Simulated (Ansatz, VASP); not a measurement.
# TiSi2: VASP beside Ansatz

```xyz
6
Lattice="0.0000 4.1175 4.2629 2.3895 0.0000 4.2629 2.3895 4.1175 0.0000" Properties=species:S:1:pos:R:3 pbc="T T T"
Ti    3.5843    6.1763    6.3943
Ti    2.3895    4.1175    4.2629
Si    1.1948    3.3975    2.1314
Si    1.1948    0.7200    2.1314
Si    2.3895    1.3387    4.2629
Si    2.3895    6.8963    4.2629
```

The cell is a database's computed one.

Alike in both runs: task relaxation of cell and atoms; functional PBEsol; k mesh 5 × 5 × 5; occupations fermi-dirac, width 0.05 eV; no spin polarisation.

|  | VASP | Ansatz |
| --- | --- | --- |
| version | VASP 6.6.1 | Ansatz 0.2.0 |
| potentials or method | VASP PAW PBE potentials, release 64 (Ti_sv, Si) | Ansatz PAW |
| plane-wave cutoff (eV) | 600 | 420 |
| valence electrons in the cell | 40 | 40 |

```csv
,VASP,Ansatz,Ansatz less VASP
"gap on the k mesh at the Fermi level, each at its own relaxed structure (eV)",none,none,-
relaxed volume (Å³/atom),13.79,13.78,-0.009
relaxed cell length with the largest relative difference (Å),4.885,4.883,-0.0017
energy change over the relaxation (meV/atom),-2,-2,-0.1
```

A gap of «none» marks a metal or a gap that the smearing closes.

Caveats: the PAW data sets were made with another functional, which shifts forces and pressure a little (VASP); the plane-wave basis is chosen anew once the cell has moved, so the energies of steps on either side of that aren't comparable (Ansatz); the PAW data sets come from PBE, with cores solved anew for the run's functional, which leaves a small shift of forces and pressure (Ansatz).
